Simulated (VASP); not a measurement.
Write the native input for VASP 6.6.1 that does the following.

| Property | Result |
| --- | --- |
| Task | density of states |
| Functional | PBE |
| Potentials or basis | VASP PAW PBE potentials, release 64 (Li_sv, O) |
| Cutoff | 520 eV |
| k mesh | 8 × 8 × 8 |
| Occupations | gaussian, width 0.02 eV |
| Spin | no spin polarisation |
| Dipole correction | no |
| k mesh for the DOS | 12 × 12 × 12 |
| Occupations for the DOS | tetrahedron |
| Further INCAR settings | ALGO = Normal; EDIFF = 1e-06 |

Li2O:

```
Li O
1.0
     0.00000    2.31303    2.31303
     2.31303    0.00000    2.31303
     2.31303    2.31303    0.00000
Li O
2 1
Direct
  0.25000 0.25000 0.25000
  0.75000 0.75000 0.75000
  0.00000 0.00000 0.00000
```

These files were run (other wordings do the same):

POSCAR

```
Li2O
1.0
    0.0000000000      2.3130253907      2.3130253907
    2.3130253907      0.0000000000      2.3130253907
    2.3130253907      2.3130253907      0.0000000000
Li O
2 1
Direct
    0.2500000000      0.2500000000      0.2500000000
    0.7500000000      0.7500000000      0.7500000000
    0.0000000000      0.0000000000      0.0000000000
```

INCAR.step1

```
SYSTEM = Li2O
  PREC = Accurate
  ENCUT = 520
  EDIFF = 1E-6
  ISMEAR = 0
  SIGMA = 0.02
  LREAL = .False.
  LASPH = .True.
  NELM = 60
  ALGO = Normal
  ISIF = 2
  LWAVE = .False.
  LCHARG = .True.
  GGA = PE
  NBANDS = 13
```

KPOINTS.step1

```
Automatic mesh
0
Gamma
  8 8 8
  0 0 0
```

INCAR.step2

```
SYSTEM = Li2O
  PREC = Accurate
  ENCUT = 520
  EDIFF = 1E-6
  ISMEAR = -5
  SIGMA = 0.02
  LREAL = .False.
  LASPH = .True.
  NELM = 60
  ALGO = Normal
  ISIF = 2
  LWAVE = .False.
  LCHARG = .False.
  GGA = PE
  LORBIT = 11
  NEDOS = 2001
  ICHARG = 11
```

KPOINTS.step2

```
Automatic mesh
0
Gamma
  12 12 12
  0 0 0
```

Potentials or basis: VASP PAW PBE potentials, release 64 (Li_sv, O).

Run with:

```bash
$ cat potpaw_PBE.64/Li_sv/POTCAR potpaw_PBE.64/O/POTCAR > POTCAR
$ cp INCAR.step1 INCAR
$ cp KPOINTS.step1 KPOINTS
$ mpirun -np 1 vasp_std > vasp.out
$ cp INCAR.step2 INCAR
$ cp KPOINTS.step2 KPOINTS
$ mpirun -np 1 vasp_std > vasp.out
```

Results of the run:

```yaml
Valence_electrons_inside_the_program's_atomic_spheres: Li 2.12; O 5.03
```

Run time: 11 s on 1 thread of AMD EPYC 9R45 96-Core Processor (Zen 5), with other jobs on the host, peak memory 0.11 GiB.
